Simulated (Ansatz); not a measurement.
C2H2Cl2, SMILES `Cl/C=C\Cl`, relaxed with RKS PBE-D4/def2-SVP in Ansatz 0.2.0 from a rough embedded geometry. The force threshold is 0.03 eV/Å; the program also tests the step.

The species carries charge 0 and has multiplicity 1.

Start:

```xyz
6

Cl   -0.534   -0.403    1.930
C    -0.627    0.017    0.273
C     0.425    0.073   -0.530
Cl    2.025   -0.268   -0.024
H    -1.621    0.238   -0.080
H     0.332    0.342   -1.570
```

**Question.** By how much does the energy fall, and how many steps does the optimiser take? (Best estimate.)

**Answer.** Computed: 0.93 kcal/mol, in 2 steps.

**Question.** Which bonds change most? (Estimate.)

**Answer.** Ansatz gave: C3–H6 from 1.078 to 1.100 Å; C2–H5 from 1.078 to 1.100 Å; C2–C3 from 1.325 to 1.347 Å; C3–Cl4 from 1.712 to 1.723 Å.

**Question.** Give the relaxed structure. (An estimate is asked.)

**Answer.** Ansatz gave: 
```xyz
6

Cl   -0.559   -0.406    1.958
C    -0.629    0.014    0.288
C     0.441    0.071   -0.528
Cl    2.059   -0.268   -0.041
H    -1.637    0.243   -0.090
H     0.326    0.347   -1.587
```
